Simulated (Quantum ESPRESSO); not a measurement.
Crystal: InSe.

```
In Se
1.0
     3.63204    0.00000    0.00000
     0.00000    3.63204    0.00000
     0.00000    0.00000    3.63204
In Se
1 1
Direct
  0.50000 0.50000 0.50000
  0.00000 0.00000 0.00000
```

The cell was built by a generator and needn't be a form met in nature.

* Program: Quantum ESPRESSO 7.5
* Task: phonons
* Functional: PBE
* Potentials or basis: GBRV 1.5 PBE
* Cutoff: 612 eV
* Density cutoff: 4898 eV
* k mesh: 4 × 4 × 4, shifted
* Occupations: fermi-dirac, width 0.05 eV
* Spin: no spin polarisation
* Mixing beta: 0.5
* Most SCF iterations: 120
* SCF threshold: 4e-10 Ry

The cell and the atoms were relaxed first, to 23.13 Å³/atom (a = 3.590 Å, b = 3.590 Å, c = 3.590 Å, α = 90.00°, β = 90.00°, γ = 90.00°), and the response was taken there.

**Question.** What is the highest optical frequency at the zone centre?

**Answer.** 29 cm⁻¹, a mode of symmetry T1u (IR).

Optical modes at Γ, degenerate ones joined:
```
cm⁻¹  components  symmetry  active in
  29           3       T1u         IR
```

Caveat: the k mesh is coarse (spacing up to 0.43 Å⁻¹), so the values aren't converged; the mesh is thin for the phonons of a metal.
